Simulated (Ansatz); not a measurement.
# Au (Au (111), 3 layers): a single-point run

Wanted: a converged single-point run for Au (Au (111), 3 layers), and a check of what comes out. The structure is shown as the input types it.

Method: DFT, PBE, PAW with Ansatz's default frozen-core files, fully relativistic files with spin-orbit coupling, in Ansatz 0.2.0.

### 1 The structure to begin with

Symmetry: P-3m1, No. 164, trigonal system. Conventional cell: a = 2.940 Å, b = 2.940 Å, c = 20.801 Å, α = 90.00°, β = 90.00°, γ = 120.00°. Au (site symmetry 3m) is surrounded by 9 Au at 2.94 to 2.95 Å. Au (site symmetry -3m) is surrounded by 12 Au at 2.94 to 2.95 Å.

As a file:

```cif
data_structure
_symmetry_space_group_name_H-M 'P-3m1'
_symmetry_Int_Tables_number 164
_cell_length_a 2.9401
_cell_length_b 2.9401
_cell_length_c 20.8012
_cell_angle_alpha 90.000
_cell_angle_beta 90.000
_cell_angle_gamma 120.000
_cell_volume 155.72
loop_
_atom_site_label
_atom_site_type_symbol
_atom_site_symmetry_multiplicity
_atom_site_Wyckoff_symbol
_atom_site_fract_x
_atom_site_fract_y
_atom_site_fract_z
_atom_site_occupancy
Au1 Au 2 d 0.66667 0.33333 0.38395 1
Au2 Au 1 b 0.00000 0.00000 0.50000 1
```

### 2 The run

input.yaml

```yaml
crystal:
  lattice:
    - [2.9400990585, 0.0, 0.0]
    - [-1.4700495293, 2.5462004743, 0.0]
    - [0.0, 0.0, 20.8012]
  atoms:
    - { symbol: Au, position: [0.1666666667, 0.3333333333, 0.383952032] }
    - { symbol: Au, position: [0.5, 1.0, 0.499999922] }
    - { symbol: Au, position: [0.8333333333, 0.6666666667, 0.6160480458] }
kpoints:
  mp_grid: { grid: [13, 13, 1] }
scf:
  occupations: { method: fermi_dirac, width: 2.0 }
  max_iter: 75
hamiltonian:
  xc: pbe
  pseudopotentials: { kind: paw_fr }
output:
  forces: true
  stress: true
  eigenvalues: true
efield:
  axis: 3
  amplitude: 0
  dipole_correction: true
magnetization:
  noncollinear: true
  spin_orbit: true
```

Started as:

```bash
$ ansatz run input.yaml --threads 1 --pin off --max-ram 3584MiB --backend cpu --events-out ev --progress --plain --runs-dir out
```

**Question.** How will this run end, and is anything wrong with its input?

The run converged and reported no error, with warnings (vacuum density over bound). Its log warns: «efield: at this solve's end the planar-averaged density reaches 6.78e-4 e/Å³ inside the ramp window [0.9019, 0.0981] (bound 1e-5 e/Å³) ...»

Look at the input: scf.occupations.width is 2.0. Occupations are smeared over electronvolts, wider than many features of the bands. A Fermi-Dirac width of 2 eV is an electron temperature of 23200 K.

Run again and compare: set scf.occupations.width to 0.05.
